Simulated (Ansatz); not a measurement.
# SnO: the cost of one run

All numbers are computed with Ansatz 0.2.0, driven from Python. Level of theory: DFT r2SCAN, plane waves, PAW.

## 1. Starting point

It takes space group Pmn2_1 (No. 31, orthorhombic). The conventional cell has a = 3.355 Å, b = 5.674 Å, c = 4.222 Å, α = 90.00°, β = 90.00°, γ = 90.00°. Around Sn (site symmetry m) lie 3 O at 2.15 to 2.16 Å. O (site symmetry m) is surrounded by 3 Sn at 2.15 to 2.16 Å.

No structure file is read: the coordinates are typed or built in the script.

## 2. Script

File strain_sno.py:

```python
'''Energy of SnO under uniaxial strain, ions carried with the cell.'''

from dataclasses import dataclass

import ansatz as az
import matplotlib.pyplot as plt
import numpy as np


@dataclass(frozen=True)
class Settings:
    functional: str = 'r2scan'
    filling: str = 'fermi_dirac'
    smearing_width: float = 0.05
    cutoff: int = 520
    kmesh: tuple[int, ...] = (6, 4, 5)


cfg = Settings()

vectors0 = np.array([
    [3.355005, 0.0, 0.0],
    [0.0, 5.674104, 0.0],
    [0.0, 0.0, 4.22197],
])
sites = [
    ('Sn', (0.0, 0.231909, 0.513144)),
    ('Sn', (0.5, 0.768091, 0.013144)),
    ('O', (0.0, 0.89125, 0.736857)),
    ('O', (0.5, 0.10875, 0.236857)),
]


def build(cell):
    crystal = az.Crystal(lattice=az.Lattice.of(cell))
    for symbol, position in sites:
        crystal = crystal.atom(symbol, position)
    return crystal


def main() -> None:
    # clamped ions: the fractional positions stay as typed
    values = np.linspace(-0.02, 0.02, 7)
    energies = []
    for d in values:
        strain = np.diag([0, 0, d])
        cell = vectors0 @ (np.eye(3) + strain)
        base = (
            build(cell).calculation()
            .functional(cfg.functional)
            .occupations(cfg.filling, width=cfg.smearing_width)
            .basis(cfg.cutoff)
            .kpoints(*cfg.kmesh)
        )
        r = base.run(threads=1, backend='cpu').report
        energies.append(r['free_energy_ev'] / len(sites))
        print(f'd = {d:+.4f}  F = {energies[-1]:.5f} eV/atom')
    energies = np.array(energies)

    for value, e in zip(values, energies):
        print(f'strain {value:7.3f}   E - Emin = {1000 * (e - energies.min()):9.3f} meV/atom')
    plt.figure(figsize=(4.5, 3))
    plt.plot(values, 1000 * (energies - energies.min()), 'o-')
    plt.xlabel('strain')
    plt.ylabel('meV/atom')
    plt.tight_layout()
    plt.savefig('strain.png', dpi=100)
    curvature = 2 * np.polyfit(values, energies, 3)[1]
    volume = abs(np.linalg.det(vectors0)) / len(sites)
    print(f'd2E/dd2 over the volume: {curvature / volume * 160.21766:.1f} GPa')


if __name__ == '__main__':
    main()
```

## 3. The input behind the calls

The package turns the script's settings into the engine's input (first run):

```yaml
crystal:
  lattice:
    - [3.355005, 0.0, 0.0]
    - [0.0, 5.674104, 0.0]
    - [0.0, 0.0, 4.1375306]
  atoms:
    - { symbol: Sn, position: [0.0, 0.231909, 0.513144] }
    - { symbol: Sn, position: [0.5, 0.768091, 0.013144] }
    - { symbol: O, position: [0.0, 0.89125, 0.736857] }
    - { symbol: O, position: [0.5, 0.10875, 0.236857] }
basis:
  ecutwfc: 520.0
kpoints:
  mp_grid:
    grid: [6, 4, 5]
hamiltonian:
  xc: r2scan
scf:
  occupations:
    method: fermi_dirac
    width: 0.05
```

## 4. The run

On the command line:

```bash
python strain_sno.py
```

What time and memory should one allow on 1 thread of Arm Neoverse V2, shared host?

About 91 s, with a peak of 0.56 GiB.
